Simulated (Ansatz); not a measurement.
## Property card for Tl

Level of theory: DFT PBE+D3(BJ), scalar-relativistic, plane waves, PAW (Ansatz).

Cutoff 420 eV; k points 14×14×14 on the computed 1-atom cell (Γ-centred); Gaussian smearing, width 0.10 eV; no spin polarisation.

The structure is relaxed at this level of theory with its symmetry kept. This fcc form isn't the element's structure at ambient conditions.

```cif
data_structure
_symmetry_space_group_name_H-M 'Fm-3m'
_symmetry_Int_Tables_number 225
_cell_length_a 4.8965
_cell_length_b 4.8965
_cell_length_c 4.8965
_cell_angle_alpha 90.000
_cell_angle_beta 90.000
_cell_angle_gamma 90.000
_cell_volume 117.40
loop_
_atom_site_label
_atom_site_type_symbol
_atom_site_symmetry_multiplicity
_atom_site_Wyckoff_symbol
_atom_site_fract_x
_atom_site_fract_y
_atom_site_fract_z
_atom_site_occupancy
Tl1 Tl 4 a 0.00000 0.00000 0.00000 1
```

| Property | Result |
| --- | --- |
| Space group | Fm-3m (No. 225) |
| Volume per atom | 29.35 Å³ |
| Kohn–Sham band gap | none (metal) |
| Density of states at the Fermi level | 0.64 states/eV per cell |
| Löwdin character within 0.5 eV of the Fermi level | Tl 6p 76 %, Tl 6s 21 % |
| Bulk modulus | 33 GPa |
| Its pressure derivative | 5.5 |
| Bader charges (e) | Tl (1 in the cell) 0.00 |

Spin-orbit coupling is left out, which matters for the bands of heavy elements.